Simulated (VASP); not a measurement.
Here is a VASP 6.6.1 calculation.

The input POSCAR:

```
AlN
1.0
    0.0000000000      2.2015870000      2.2015870000
    2.2015870000      0.0000000000      2.2015870000
    2.2015870000      2.2015870000      0.0000000000
Al N
1 1
Direct
    0.0000000000      0.0000000000      0.0000000000
    0.7500000000      0.7500000000      0.7500000000
```

Contents of INCAR.step1:

```
SYSTEM = AlN
PREC     = Accurate       ! precision mode
ENCUT    = 520            ! plane-wave cutoff, eV
EDIFF    = 1E-7           ! SCF threshold, eV
ISMEAR   = 0              ! smearing method
SIGMA    = 0.02           ! smearing width, eV
LREAL    = .False.        ! projectors in reciprocal space
LASPH    = .True.         ! aspherical terms in the spheres
NELM     = 100            ! most SCF steps
ALGO     = Normal         ! electronic algorithm
ISIF     = 2              ! what is computed and relaxed
LWAVE    = .False.        ! write WAVECAR
LCHARG   = .True.         ! write CHGCAR
GGA      = PE             ! functional
NBANDS   = 11             ! bands
```

File KPOINTS.step1:

```
Automatic mesh
0
Gamma
  10 10 10
  0 0 0
```

File INCAR.step2:

```
SYSTEM = AlN
PREC     = Accurate       ! precision mode
ENCUT    = 520            ! plane-wave cutoff, eV
EDIFF    = 1E-7           ! SCF threshold, eV
ISMEAR   = 0              ! smearing method
SIGMA    = 0.05           ! smearing width, eV
LREAL    = .False.        ! projectors in reciprocal space
LASPH    = .True.         ! aspherical terms in the spheres
NELM     = 100            ! most SCF steps
ALGO     = Normal         ! electronic algorithm
ISIF     = 2              ! what is computed and relaxed
LWAVE    = .False.        ! write WAVECAR
LCHARG   = .False.        ! write CHGCAR
GGA      = PE             ! functional
NBANDS   = 11             ! bands
ICHARG   = 11             ! starting density
```

KPOINTS.step2

```
path GXWKGLUWLK,UX
10
line-mode
reciprocal
 0.0000000000  0.0000000000  0.0000000000  G
 0.5000000000  0.0000000000  0.5000000000  X

 0.5000000000  0.0000000000  0.5000000000  X
 0.5000000000  0.2500000000  0.7500000000  W

 0.5000000000  0.2500000000  0.7500000000  W
 0.3750000000  0.3750000000  0.7500000000  K

 0.3750000000  0.3750000000  0.7500000000  K
 0.0000000000  0.0000000000  0.0000000000  G

 0.0000000000  0.0000000000  0.0000000000  G
 0.5000000000  0.5000000000  0.5000000000  L

 0.5000000000  0.5000000000  0.5000000000  L
 0.6250000000  0.2500000000  0.6250000000  U

 0.6250000000  0.2500000000  0.6250000000  U
 0.5000000000  0.2500000000  0.7500000000  W

 0.5000000000  0.2500000000  0.7500000000  W
 0.5000000000  0.5000000000  0.5000000000  L

 0.5000000000  0.5000000000  0.5000000000  L
 0.3750000000  0.3750000000  0.7500000000  K

 0.6250000000  0.2500000000  0.6250000000  U
 0.5000000000  0.0000000000  0.5000000000  X
```

Potentials or basis: VASP PAW PBE potentials, release 64 (Al, N).

Launch:

```bash
$ cat potpaw_PBE.64/Al/POTCAR potpaw_PBE.64/N/POTCAR > POTCAR
$ cp INCAR.step1 INCAR
$ cp KPOINTS.step1 KPOINTS
$ mpirun -np 1 vasp_std > vasp.out
$ cp INCAR.step2 INCAR
$ cp KPOINTS.step2 KPOINTS
$ mpirun -np 1 vasp_std > vasp.out
```

**Question.** Predict the band gap along the path.

**Answer.** 3.31 eV, indirect (least direct gap 3.98 eV).

**Question.** Predict the band gap on the k mesh.

**Answer.** 3.31 eV, indirect (least direct gap 3.98 eV).

Levels at the corners of the path, in eV from the valence-band top:
```
point  band 1  band 2  band 3  band 4  band 5  band 6  band 7  band 8  band 9
    Γ  -14.84    0.00    0.00    0.00    3.98   12.32   12.32   12.32   17.50
    X  -12.25   -4.83   -1.75   -1.75    3.31    8.47   13.64   15.44   15.44
    X  -12.25   -4.83   -1.75   -1.75    3.31    8.47   13.64   15.44   15.44
    W  -12.20   -3.75   -3.35   -2.64    5.99   11.29   11.75   11.83   16.90
    W  -12.20   -3.75   -3.35   -2.64    5.99   11.29   11.75   11.83   16.90
    K  -12.27   -4.20   -3.56   -1.35    5.12    9.92   12.77   13.94   14.93
    K  -12.27   -4.20   -3.56   -1.35    5.12    9.92   12.77   13.94   14.93
    Γ  -14.84    0.00    0.00    0.00    3.98   12.32   12.32   12.32   17.50
    Γ  -14.84    0.00    0.00    0.00    3.98   12.32   12.32   12.32   17.50
    L  -12.87   -5.75   -0.48   -0.48    7.16    9.70   11.00   11.00   17.67
    L  -12.87   -5.75   -0.48   -0.48    7.16    9.70   11.00   11.00   17.67
    U  -12.27   -4.20   -3.56   -1.35    5.12    9.92   12.77   13.94   14.93
    U  -12.27   -4.20   -3.56   -1.35    5.12    9.92   12.77   13.94   14.93
    W  -12.20   -3.75   -3.35   -2.64    5.99   11.29   11.75   11.83   16.90
    W  -12.20   -3.75   -3.35   -2.64    5.99   11.29   11.75   11.83   16.90
    L  -12.87   -5.75   -0.48   -0.48    7.16    9.70   11.00   11.00   17.67
    L  -12.87   -5.75   -0.48   -0.48    7.16    9.70   11.00   11.00   17.67
    K  -12.27   -4.20   -3.56   -1.35    5.12    9.92   12.77   13.94   14.93
    U  -12.27   -4.20   -3.56   -1.35    5.12    9.92   12.77   13.94   14.93
    X  -12.25   -4.83   -1.75   -1.75    3.31    8.47   13.64   15.44   15.44
```

Caveat: the log is that of the step along the path at fixed density, whose energy, stress, charges and moments have no meaning.
